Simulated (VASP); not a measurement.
# Au (Im-3m) in VASP: density of states with PBE

Aim: the density of states of Au with PBE.

All numbers are computed with VASP 6.6.1; they aren't measurements. Logs are shortened: lines on timing, memory, paths and dates and some standing lists are left out, and cuts for length are marked.

## 1. The crystal as given

The structure is cubic, space group Im-3m (No. 229). The conventional cell has a = 3.384 Å, b = 3.384 Å, c = 3.384 Å, α = 90.00°, β = 90.00°, γ = 90.00°. Around Au (site symmetry m-3m) lie 8 Au at 2.93 Å.

The cell was built by a generator and needn't be a form met in nature.

## 2. Density of states, PBE

Input file POSCAR:

```
Au
1.0
   -1.6918490000      1.6918490000      1.6918490000
    1.6918490000     -1.6918490000      1.6918490000
    1.6918490000      1.6918490000     -1.6918490000
Au
1
Direct
    0.0000000000      0.0000000000      0.0000000000
```

Input file INCAR.step1:

```
ALGO = Fast ; EDIFF = 1E-6
ENCUT = 520 ; GGA = PE
ISIF = 2 ; ISMEAR = -1
LASPH = T ; LCHARG = T
LMAXMIX = 4 ; LREAL = F
LWAVE = F ; NBANDS = 12
NELM = 80 ; PREC = Accurate
SIGMA = 0.1
```

Input file KPOINTS.step1:

```
k-points
0
Gamma
  14 14 14
```

Input file INCAR.step2:

```
ALGO = Fast ; EDIFF = 1E-6
ENCUT = 520 ; GGA = PE
ICHARG = 11 ; ISIF = 2
ISMEAR = -5 ; LASPH = T
LCHARG = F ; LMAXMIX = 4
LORBIT = 11 ; LREAL = F
LWAVE = F ; NBANDS = 12
NEDOS = 2001 ; NELM = 80
PREC = Accurate ; SIGMA = 0.1
```

Input file KPOINTS.step2:

```
k-points
0
Gamma
  21 21 21
```

Potentials or basis: VASP PAW PBE potentials, release 64 (Au).

Started as:

```
$ cat potpaw_PBE.64/Au/POTCAR > POTCAR
$ cp INCAR.step1 INCAR
$ cp KPOINTS.step1 KPOINTS
$ mpirun -np 1 vasp_std > vasp.out
$ cp INCAR.step2 INCAR
$ cp KPOINTS.step2 KPOINTS
$ mpirun -np 1 vasp_std > vasp.out
```

OUTCAR:

```text
EDIFF = 1E-6
   ENCUT = 520
   GGA = PE
   ICHARG = 11
   ISIF = 2
   ISMEAR = -5
   LASPH = T
   LORBIT = 11
   LREAL = F
   NELM = 80
   PREC = Accurate

 ion  position               nearest neighbor table
   1  0.000  0.000  0.000-

  LATTYP: Found a body centered cubic cell.
 ALAT       =     3.3836980000

  Lattice vectors:

 A1 = (  -1.6918490000,   1.6918490000,   1.6918490000)
 A2 = (   1.6918490000,  -1.6918490000,   1.6918490000)
 A3 = (   1.6918490000,   1.6918490000,  -1.6918490000)

Analysis of symmetry for initial positions (statically):
=====================================================================
 Subroutine PRICEL returns:
 Original cell was already a primitive cell.

 Routine SETGRP: Setting up the symmetry group for a
 body centered cubic supercell.

 Subroutine GETGRP returns: Found 48 space group operations
 (whereof 48 operations were pure point group operations)
 out of a pool of 48 trial point group operations.

The static configuration has the point symmetry O_h .

Analysis of symmetry for dynamics (positions and initial velocities):
=====================================================================
 Subroutine PRICEL returns:
 Original cell was already a primitive cell.

 Routine SETGRP: Setting up the symmetry group for a
 body centered cubic supercell.

 Subroutine GETGRP returns: Found 48 space group operations
 (whereof 48 operations were pure point group operations)
 out of a pool of 48 trial point group operations.

The dynamic configuration has the point symmetry O_h .

 Subroutine INISYM returns: Found 48 space group operations
 (whereof 48 operations are pure point group operations),
 and found     1 'primitive' translations

----------------------------------------------------------------------------------------

                                     Primitive cell

  volume of cell :      19.3707

  direct lattice vectors                    reciprocal lattice vectors
    -1.691849000  1.691849000  1.691849000     0.000000000  0.295534649  0.295534649
     1.691849000 -1.691849000  1.691849000     0.295534649  0.000000000  0.295534649
     1.691849000  1.691849000 -1.691849000     0.295534649  0.295534649  0.000000000

  length of vectors
     2.930368427  2.930368427  2.930368427     0.417949108  0.417949108  0.417949108

  position of ions in fractional coordinates (direct lattice)
     0.000000000  0.000000000  0.000000000

  ion indices of the primitive-cell ions
   primitive index   ion index
                 1           1
[... 88 lines left out ...]
   EFERMI =   0.00;   METHOD = LEGACY
   ISMEAR =    -5;   SIGMA  =   0.10  broadening in eV -4-tet -1-fermi 0-gaus
   EFERMI_NEDOS =   21; number of points for ismear=-14 and -15
   IALGO  =     68    algorithm
   IMIX   =      4    mixing-type and parameters
     AMIX     =   0.40;   BMIX     =  1.00
     AMIX_MAG =   1.60;   BMIX_MAG =  1.00
  volume/ion in A,a.u.               =      19.37       130.72
  Fermi-wavevector in a.u.,A,eV,Ry     =   1.355681  2.561865 25.005747  1.837871
  Thomas-Fermi vector in A             =   2.482748
   LORBIT       =     11    0 simple, 1 ext, 2 COOP (PROOUT), +10 PAW based schemes
   GGA     = PE    functional components
   LHFCALC =     F    Hartree Fock is set to
   AEXX    =    0.0000 exact exchange contribution
   IVDW    =     0    specifies the selected vdW correction
   LEPSILON=     F    determine dielectric tensor
   LRPA    =     F    only Hartree local field effects (RPA)
 non-spin polarized calculation
 RMM-DIIS sequential band-by-band and
 Fermi weights with tetrahedron method with Bloechl corrections
  energy-cutoff  :      520.00
  volume of cell :       19.37
 maximum number of plane-waves:       539
 NGX is ok and might be reduce to    24

 number of electron      11.0000003 magnetization

 Free energy of the ion-electron system (eV)
  ---------------------------------------------------
  ext. energy  EPLUGINS =         0.00000000
  ---------------------------------------------------
  free energy    TOTEN  =        -3.16390962 eV

  energy without entropy =       -3.16390962  energy(sigma->0) =       -3.16390962

 E-fermi :   7.5013     XC(G=0): -11.9628

 val. band max:        7.4631786413   @ k =  -0.4762   0.4762   0.0476
 cond. band min:       7.4903880342   @ k =  -0.3810   0.4762   0.0476
 fundamental gap:      0.0272093929
 Fermi energy:         7.5013019752

 k-point     1 :       0.0000    0.0000    0.0000
  band No.  band energies     occupation
      1      -1.0851      2.00000
      2       3.2630      2.00000
      3       3.2630      2.00000
      4       3.2630      2.00000
      5       4.8325      2.00000
      6       4.8325      2.00000
      7      23.9279      0.00000
      8      23.9279      0.00000
      9      23.9279      0.00000
     10      29.5648      0.00000
     11      29.5649      0.00000
     12      29.5652      0.00000
[... 331 lines left out ...]
 k-point    24 :       0.1905    0.0952    0.0000
  band No.  band energies     occupation
      1       0.7183      2.00000
      2       2.8759      2.00000
      3       3.1964      2.00000
      4       4.5068      2.00000
      5       4.6380      2.00000
      6       4.9380      2.00000
      7      19.2088      0.00000
      8      21.4828      0.00000
      9      23.3465      0.00000
     10      25.5292      0.00000
     11      27.9938      0.00000
     12      28.7295      0.00000

 [... further k-points ...]

------------------------ aborting loop because EDIFF is reached ----------------------------------------

  FORCE on cell =-STRESS in cart. coord.  units (eV):
  Direction    XX          YY          ZZ          XY          YZ          ZX
  --------------------------------------------------------------------------------------
  -------------------------------------------------------------------------------------
  Total       -0.8833808     -0.8833808     -0.8833808      0.0000000     -0.0000000      0.0000000
  in kB      -73.0657352    -73.0657352    -73.0657352      0.0000000     -0.0000000      0.0000000
  external PRESSURE =     -73.0657352 kB  Pullay stress =       0.0000000 kB

 VOLUME and BASIS-vectors are now :
 -----------------------------------------------------------------------------
  energy-cutoff  :      520.00
  volume of cell :       19.37
      direct lattice vectors                 reciprocal lattice vectors
    -1.691849000  1.691849000  1.691849000     0.000000000  0.295534649  0.295534649
     1.691849000 -1.691849000  1.691849000     0.295534649  0.000000000  0.295534649
     1.691849000  1.691849000 -1.691849000     0.295534649  0.295534649  0.000000000

 POSITION                                       TOTAL-FORCE (eV/Angst)
 -----------------------------------------------------------------------------------
      0.00000      0.00000      0.00000        -0.000000      0.000000     -0.000000
 -----------------------------------------------------------------------------------
    total drift:                                0.000000     -0.000000     -0.000000

  FREE ENERGIE OF THE ION-ELECTRON SYSTEM (eV)
  ---------------------------------------------------
  free  energy   TOTEN  =        -3.1639096159 eV

  energy  without entropy=       -3.1639096159  energy(sigma->0) =       -3.16390962

 total charge

# of ion       s       p       d       tot
------------------------------------------
    1        0.511   0.264   8.758   9.533
```

OUTCAR.step1:

```text
EDIFF = 1E-6
   ENCUT = 520
   GGA = PE
   ISIF = 2
   ISMEAR = -1
   LASPH = T
[... 577 lines left out ...]

 POSITION                                       TOTAL-FORCE (eV/Angst)
 -----------------------------------------------------------------------------------
      0.00000      0.00000      0.00000         0.000000      0.000000     -0.000000
 -----------------------------------------------------------------------------------
    total drift:                                0.000000      0.000000     -0.000000

  FREE ENERGIE OF THE ION-ELECTRON SYSTEM (eV)
  ---------------------------------------------------
  free  energy   TOTEN  =        -3.1645468617 eV

  energy  without entropy=       -3.1507963889  energy(sigma->0) =       -3.15767163
```

OSZICAR.step1:

```text
N       E                     dE             d eps       ncg     rms          rms(c)
DAV:   1     0.480407233358E+02    0.48041E+02   -0.54588E+03  2600   0.805E+02
DAV:   2    -0.274472843562E+01   -0.50785E+02   -0.48036E+02  2964   0.179E+02
DAV:   3    -0.342676829253E+01   -0.68204E+00   -0.68145E+00  2936   0.200E+01
DAV:   4    -0.342921066967E+01   -0.24424E-02   -0.24423E-02  2812   0.139E+00
DAV:   5    -0.342923085253E+01   -0.20183E-04   -0.20182E-04  2968   0.123E-01    0.618E+00
RMM:   6    -0.317645148012E+01    0.25278E+00   -0.34509E-01  2505   0.481E+00    0.424E+00
RMM:   7    -0.316600232235E+01    0.10449E-01   -0.25598E-02  2654   0.151E+00    0.245E+00
RMM:   8    -0.316462905544E+01    0.13733E-02   -0.22241E-03  2693   0.391E-01    0.350E-01
RMM:   9    -0.316454069598E+01    0.88359E-04   -0.43169E-04  2838   0.173E-01    0.955E-02
RMM:  10    -0.316454625909E+01   -0.55631E-05   -0.52531E-05  2808   0.560E-02    0.373E-02
RMM:  11    -0.316454671501E+01   -0.45592E-06   -0.10361E-05  2631   0.221E-02    0.992E-03
RMM:  12    -0.316454686169E+01   -0.14669E-06   -0.10143E-06  2105   0.684E-03
   1 F= -.31645469E+01 E0= -.31576716E+01  d E =-.137505E-01
```

Run time: 21 s. Hardware: 1 thread of Intel Xeon 6975P-C (Granite Rapids), shared host; peak memory 0.19 GiB.

Results:

- Valence electrons inside the program's atomic spheres: Au 9.53

Levels at points of the mesh, in eV from the Fermi level:
```csv
k point,band 3,band 4,band 5,band 6,band 7,band 8,band 9,band 10
"(0.00, 0.00, 0.00)",-4.24,-4.24,-2.67,-2.67,16.43,16.43,16.43,22.06
```

States per cell in windows of 1 eV (zero at the Fermi level; states under -8 eV left out):
```
from (eV)  total  Au1_d  Au1_s  Au1_p
     -8.0   0.12   0.00   0.06   0.00
     -7.0   0.41   0.13   0.13   0.02
     -6.0   1.68   1.14   0.15   0.04
     -5.0   2.71   2.24   0.03   0.06
     -4.0   1.79   1.49   0.03   0.06
     -3.0   3.31   3.07   0.03   0.03
     -2.0   0.78   0.66   0.04   0.03
     -1.0   0.29   0.14   0.04   0.04
      0.0   0.30   0.12   0.05   0.05
      1.0   0.30   0.09   0.07   0.05
      2.0   0.31   0.07   0.13   0.03
      3.0   0.34   0.07   0.12   0.05
      4.0   0.39   0.07   0.09   0.10
      5.0   0.34   0.05   0.07   0.10
      6.0   0.37   0.05   0.05   0.12
      7.0   0.38   0.06   0.04   0.14
```

Caveat: tetrahedron occupations give inexact forces and stress in metals.
